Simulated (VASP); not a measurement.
## BP (zincblende): one r²SCAN relaxation of cell and atoms in two programs

Start cell

```
B P
1.0
     0.00000    2.27419    2.27419
     2.27419    0.00000    2.27419
     2.27419    2.27419    0.00000
B P
1 1
Direct
  0.00000 0.00000 0.00000
  0.25000 0.25000 0.25000
```

The two codes use different PAW datasets and cutoffs. VASP's cell holds 8 valence electrons and Ansatz's 8.

Cutoffs: 600 eV in VASP, 500 eV in Ansatz. k meshes: 8×8×8 and 8×8×8.

```csv
,VASP,Ansatz
relaxed cell vector lengths,"3.205, 3.205, 3.205 Å","3.208, 3.208, 3.208 Å"
relaxed cell volume,23.27 Å³,23.34 Å³
```
